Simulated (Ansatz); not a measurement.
System: fluorite SrF2. Method: PBE (PAW; Ansatz, a program for electronic structure).

Settings: plane-wave cutoff 520 eV, 10×10×10 k mesh, Fermi–Dirac smearing 0.01 eV, scalar-relativistic PAW data made under PBE.

Energies at three volumes about the minimum:

```tsv
V (Å³/atom)	E − E_lowest (meV/atom)
16.411	1.40
16.746	0.00
17.081	1.30
```

Task: Fit a parabola by hand: where is the minimum, what lattice constant follows, and what is the bulk modulus?

Result: Slopes: (0.00 − 1.40)/(16.746 − 16.411) = -4.179 and (1.30 − 0.00)/(17.081 − 16.746) = 3.881 meV/Å³. Curvature E″ = 2 × (3.881 − (-4.179))/(17.081 − 16.411) = 24.060 meV/Å⁶. From the middle of the first interval, the slope vanishes at V0 = 16.5785 − (-4.179)/24.060 = 16.752 Å³/atom. B = V0 E″ = 16.752 × 24.060 meV/Å³ × 0.1602 GPa per meV/Å³ = 64.6 GPa. With 12 atoms in the cube, a = (12 × 16.752)^(1/3) = 5.858 Å. The full Birch–Murnaghan fit to all volumes gives V0 = 16.746 Å³/atom and B0 = 64.6 GPa.

Measured, for comparison: bulk modulus 69 GPa (temperature not stated, not corrected to a static lattice; as tabulated in On the Morphology of Group II Metal Fluoride Nanocrystals at Finite Temperature …). Computed (rounded) less measured: bulk modulus -6 %.
